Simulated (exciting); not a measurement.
# GaAs (F-43m) in exciting: settings compared, part 2 of 3

exciting (release sodium).

## (3) TDDFT spectrum, PBEsol

input.xml

```xml
<input>
  <title>GaAs</title>
  <structure speciespath="./" tshift="false">
    <crystal scale="1">
      <basevect>0.000000000000 5.341972295398 5.341972295398</basevect>
      <basevect>5.341972295398 0.000000000000 5.341972295398</basevect>
      <basevect>5.341972295398 5.341972295398 0.000000000000</basevect>
    </crystal>
    <species speciesfile="As.xml" rmt="2">
      <atom coord="0.750000000000 0.750000000000 0.750000000000"/>
    </species>
    <species speciesfile="Ga.xml" rmt="2">
      <atom coord="0.000000000000 0.000000000000 0.000000000000"/>
    </species>
  </structure>
  <groundstate do="fromscratch" ngridk="5 5 5" rgkmax="7.5" gmaxvr="14" lmaxapw="10" lmaxmat="10" lmaxvr="8" xctype="GGA_PBE_SOL" stype="Gaussian" swidth="0.00018375" nempty="10" ValenceRelativity="iora*" epsengy="1e-05" epspot="1e-05" maxscl="60" outputlevel="normal"/>
  <xs xstype="TDDFT" ngridk="6 6 6" vkloff="0.097 0.273 0.493" nempty="30" gqmax="2" broad="0.007" scissor="0.018375" tevout="true">
    <energywindow intv="0 0.7" points="250"/>
    <tddft fxctype="BO"/>
    <qpointset>
      <qpoint>0 0 0</qpoint>
    </qpointset>
  </xs>
</input>
```

Potentials or basis: all-electron LAPW+lo, shipped species files, valence relativity iora*.

Run with:

```
> OMP_NUM_THREADS=1 exciting_smp
```

INFO.OUT:

```text
================================================================================
EXCITING SODIUM started
[... 10 lines left out ...]

 Lattice vectors (cartesian) :
      0.0000000000      5.3419722954      5.3419722954
      5.3419722954      0.0000000000      5.3419722954
      5.3419722954      5.3419722954      0.0000000000

 Reciprocal lattice vectors (cartesian) :
     -0.5880960214      0.5880960214      0.5880960214
      0.5880960214     -0.5880960214      0.5880960214
      0.5880960214      0.5880960214     -0.5880960214

 Unit cell volume                           :     304.8841797692
 Brillouin zone volume                      :       0.8135883391

 Species :    1 (As)
     parameters loaded from                 :    As.xml
     name                                   :    arsenic
     nuclear charge                         :     -33.00000000
     electronic charge                      :      33.00000000
     atomic mass                            :  136573.72190000
     muffin-tin radius                      :       2.00000000
     # of radial points in muffin-tin       :     350

     atomic positions (lattice) :
       1 :   0.75000000  0.75000000  0.75000000

 Species :    2 (Ga)
     parameters loaded from                 :    Ga.xml
     name                                   :    gallium
     nuclear charge                         :     -31.00000000
     electronic charge                      :      31.00000000
     atomic mass                            :  127097.25380000
     muffin-tin radius                      :       2.00000000
     # of radial points in muffin-tin       :     350

     atomic positions (lattice) :
       1 :   0.00000000  0.00000000  0.00000000

 Total number of atoms per unit cell        :       2

 Spin treatment                             :    spin-unpolarised

 Number of Bravais lattice symmetries       :      48
 Number of crystal symmetries               :      24

 k-point grid                               :       5    5    5
 Total number of k-points                   :      14
 k-point set is reduced with crystal symmetries

 R^MT_min * |G+k|_max (rgkmax)              :       7.50000000
 Species with R^MT_min                      :       1 (As)
 Maximum |G+k| for APW functions            :       3.75000000
 Maximum |G| for potential and density      :      14.00000000

 G-vector grid sizes                        :      36    36    36
 Total number of G-vectors                  :   14163

 Maximum angular momentum used for
     APW functions                          :      10
     computing H and O matrix elements      :      10
     potential and density                  :       8
     inner part of muffin-tin               :       2

 Total nuclear charge                       :     -64.00000000
 Total electronic charge                    :      64.00000000
 Total core charge                          :      36.00000000
 Total valence charge                       :      28.00000000

 Number of empty states                     :      10
 Total number of valence states             :      25

 Maximum Hamiltonian size                   :     311
 Maximum number of plane-waves              :     283
 Total number of local-orbitals             :      28

 Exchange-correlation type                  :      22
     PBEsol, Phys. Rev. Lett. 100, 136406 (2008)
     Generalised gradient approximation (GGA)

 Smearing scheme                            :    Gaussian
 Smearing width                             :       0.00018375

 Using multisecant Broyden potential mixing
[... 16 lines left out ...]
+ SCF iteration number :    1                                                  +
++++++++++++++++++++++++++++++++++++++++++++++++++++++++++++++++++++++++++++++++
 Total energy                               :     -4201.10233619
 _______________________________________________________________
 Fermi energy                               :         0.18272556
 Kinetic energy                             :      4291.44990212
 Coulomb energy                             :     -8336.12018550
 Exchange energy                            :      -152.86977680
 Correlation energy                         :        -3.56227602
[... 394 lines left out ...]
 Estimated fundamental gap                  :         0.01569660
        valence-band maximum at    1      0.0000  0.0000  0.0000
     conduction-band minimum at    1      0.0000  0.0000  0.0000

 RMS change in effective potential (target) :  0.295191E-08  ( 0.100000E-04)
 Absolute change in total energy   (target) :  0.124950E-05  ( 0.100000E-04)
 Charge distance                   (target) :  0.112830E-08  ( 0.100000E-04)

++++++++++++++++++++++++++++++++++++++++++++++++++++++++++++++++++++++++++++++++
| Convergency criteria checked for the last 2 iterations                       +
| Convergence targets achieved. Performing final SCF iteration                 +
++++++++++++++++++++++++++++++++++++++++++++++++++++++++++++++++++++++++++++++++
 Total energy                               :     -4202.18386904
 _______________________________________________________________
 Fermi energy                               :         0.18643910
 Kinetic energy                             :      4291.02129137
 Coulomb energy                             :     -8336.72630231
 Exchange energy                            :      -152.91515830
 Correlation energy                         :        -3.56369980

 DOS at Fermi energy (states/Ha/cell)       :         0.00000000

 Electron charges :
     core                                   :        36.00000000
     core leakage                           :         0.00771581
     valence                                :        28.00000000
     interstitial                           :         4.81446505
     charge in muffin-tin spheres :
                  atom     1    As          :        30.37697312
                  atom     2    Ga          :        28.80856182
     total charge in muffin-tins            :        59.18553495
     total charge                           :        64.00000000

 Estimated fundamental gap                  :         0.01569660
        valence-band maximum at    1      0.0000  0.0000  0.0000
     conduction-band minimum at    1      0.0000  0.0000  0.0000

++++++++++++++++++++++++++++++++++++++++++++++++++++++++++++++++++++++++++++++++
[... 9 lines left out ...]
| EXCITING SODIUM stopped                                                      =
================================================================================
```

EVALCORE.OUT:

```text
Species :    1 (As), atom :    1
 n =  1, l =  0, k =  1 :   -429.8187462
 n =  2, l =  0, k =  1 :   -54.18827345
 n =  2, l =  1, k =  1 :   -48.38541459
 n =  2, l =  1, k =  2 :   -47.04343461
 n =  3, l =  0, k =  1 :   -6.595109924
 n =  3, l =  1, k =  1 :   -4.646557738
 n =  3, l =  1, k =  2 :   -4.461946158

Species :    2 (Ga), atom :    1
 n =  1, l =  0, k =  1 :   -375.1691857
 n =  2, l =  0, k =  1 :   -45.98766733
 n =  2, l =  1, k =  1 :   -40.68196182
 n =  2, l =  1, k =  2 :   -39.66705046
 n =  3, l =  0, k =  1 :   -5.086652420
 n =  3, l =  1, k =  1 :   -3.372809548
 n =  3, l =  1, k =  2 :   -3.239472156
```

INFOXS.OUT:

```text
================================================================================
| EXCITING SODIUM started for task xsgeneigvec ( 301)                          =
[... 59 lines left out ...]
Info(idf): TDDFT linear optics finished for q - point:       1
Info(idf): TDDFT linear optics finished
Info(xsfinit): task Nr.     350 stopped gracefully

================================================================================
= EXCITING SODIUM stopped for task    350                                      =
================================================================================
```

It took 3.4 min on 1 thread of AMD EPYC 7R13 (Zen 3), shared host; peak memory 0.35 GiB.

What came out:

| Quantity | Value |
| --- | --- |
| Band gap on the k mesh | 0.43 eV, direct |
| All electrons inside the program's atomic spheres | As 30.38; Ga 28.81 (radii As 2.0, Ga 2.0 bohr) |

Levels at points of the mesh, in eV from the valence-band top:
```
           k point  band 12  band 13  band 14  band 15  band 16  band 17
(0.00, 0.00, 0.00)     0.00     0.00     0.00     0.43     3.68     3.68
```

Dielectric function (mean over the directions given):
| energy (eV) | real part | imaginary part |
| --- | --- | --- |
| 0.30 | 11.82 | 0.10 |
| 0.91 | 12.54 | 0.38 |
| 1.52 | 14.60 | 1.30 |
| 2.21 | 15.78 | 4.93 |
| 2.82 | 14.83 | 13.84 |
| 3.50 | 8.58 | 11.64 |
| 4.11 | 9.46 | 13.50 |
| 4.80 | -2.86 | 20.41 |
| 5.41 | -4.19 | 11.18 |
| 6.10 | -3.57 | 8.11 |
| 6.70 | -4.66 | 6.02 |
| 7.31 | -4.02 | 4.02 |
| 8.00 | -3.10 | 2.95 |
| 8.61 | -2.30 | 2.22 |
| 9.30 | -1.94 | 2.11 |
| 9.90 | -1.77 | 1.68 |
| 10.59 | -1.51 | 1.30 |
| 11.20 | -1.22 | 1.08 |
| 11.89 | -1.04 | 0.87 |
| 12.50 | -0.83 | 0.67 |
| 13.11 | -0.63 | 0.54 |
| 13.79 | -0.42 | 0.48 |
| 14.40 | -0.28 | 0.43 |
| 15.09 | -0.15 | 0.36 |
| 15.70 | -0.03 | 0.31 |
| 16.38 | 0.08 | 0.33 |
| 16.99 | 0.14 | 0.29 |
| 17.68 | 0.21 | 0.32 |
| 18.29 | 0.25 | 0.28 |
| 18.97 | 0.32 | 0.26 |

Caveat: the scissor shift is a trial value, not fitted to this crystal; spectra need much finer meshes, so this one isn't converged.

(Part 2 of 3 ends here.)
